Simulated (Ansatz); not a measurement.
**Squeezing ZnS (rocksalt type)**

```
Zn S
1.0
     0.00000    2.55176    2.55176
     2.55176    0.00000    2.55176
     2.55176    2.55176    0.00000
Zn S
1 1
Cartesian
  0.0000 0.0000 0.0000
  2.5518 2.5518 2.5518
```

The cell comes from a relaxation on PAW files under the same functional, begun from a prototype that needn't be the stable phase.

Its volume is scaled at fixed shape and fractional positions.

Level of theory: DFT with PBE, scalar-relativistic, in Ansatz 0.2.0; a Γ-centred 14×14×14 k mesh, Fermi–Dirac smearing of 0.08 eV, no spin polarisation. LAPW: all electrons, basis error target 1 meV/atom; PAW: frozen-core files, cutoff 420 eV; crystal datasets: all electrons, by PAW datasets that the program makes for each cell; norm-conserving: pseudopotentials, cutoff 1143 eV; PAW (core large): files with a larger core, cutoff 420 eV.

Energies are extrapolated to zero smearing and count from the unscaled cell; pressure is positive in compression; gaps take the mesh and a band path. No temperature or zero-point motion is included.

```json
{"V/V0": "1.00", "V (Å³/atom)": "16.62", "P LAPW (GPa)": "0.04", "ΔE LAPW (eV/atom)": "0.000", "P PAW − LAPW (GPa)": "-0.02", "ΔE PAW − LAPW (meV/atom)": "0.0"}
{"V/V0": "0.94", "V (Å³/atom)": "15.62", "P LAPW (GPa)": "6.17", "ΔE LAPW (eV/atom)": "0.018", "P PAW − LAPW (GPa)": "-0.03", "ΔE PAW − LAPW (meV/atom)": "-0.1"}
{"V/V0": "0.88", "V (Å³/atom)": "14.62", "P LAPW (GPa)": "14.72", "ΔE LAPW (eV/atom)": "0.082", "P PAW − LAPW (GPa)": "-0.03", "ΔE PAW − LAPW (meV/atom)": "-0.3"}
{"V/V0": "0.80", "V (Å³/atom)": "13.29", "P LAPW (GPa)": "?", "ΔE LAPW (eV/atom)": "?", "P PAW − LAPW (GPa)": "?", "ΔE PAW − LAPW (meV/atom)": "?"}
{"V/V0": "0.72", "V (Å³/atom)": "11.96", "P LAPW (GPa)": "59.0", "ΔE LAPW (eV/atom)": "0.636", "P PAW − LAPW (GPa)": "-0.01", "ΔE PAW − LAPW (meV/atom)": "-0.7"}
{"V/V0": "0.64", "V (Å³/atom)": "10.63", "P LAPW (GPa)": "104.1", "ΔE LAPW (eV/atom)": "1.297", "P PAW − LAPW (GPa)": "0.03", "ΔE PAW − LAPW (meV/atom)": "-0.6"}
{"V/V0": "0.55", "V (Å³/atom)": "9.14", "P LAPW (GPa)": "194.9", "ΔE LAPW (eV/atom)": "2.647", "P PAW − LAPW (GPa)": "0.01", "ΔE PAW − LAPW (meV/atom)": "-0.1"}
```

(1) Fit the Vinet equation to the LAPW pressures shown (residuals weighted by 1/(|P| + 0.03·Pmax)), and predict the pressure of the withheld row.

(2) At the smallest volume, how far do crystal datasets and norm-conserving and PAW (core large) lie from LAPW in pressure?

(3) How do the Löwdin populations by LAPW change from the unscaled cell to the last row?

Results:

(1) The fit gives V0 = 16.63 Å³/atom, B0 = 83.9 GPa and B0′ = 4.86. At 13.29 Å³/atom, x = (V/V0)^(1/3) = 0.9281, and P = 3·B0·(1 − x)/x²·exp[1.5·(B0′ − 1)·(1 − x)] = 31.9 GPa. The run itself gave 31.7 GPa (+0.4 % off) and ΔE = 0.269 eV/atom.

(2) crystal datasets: -0.01 GPa; norm-conserving: +0.38 GPa; PAW (core large): +0.01 GPa, on a LAPW pressure of 194.9 GPa.

(3) Zn 4s 0.77 → 0.72, Zn 3d 9.98 → 9.91, S 3s 1.90 → 1.79, S 3p 5.16 → 5.29 electrons an atom. These are projections on the shells that the free atoms fill; 0.20 e a cell lies outside them at the start and 0.32 e at the end.
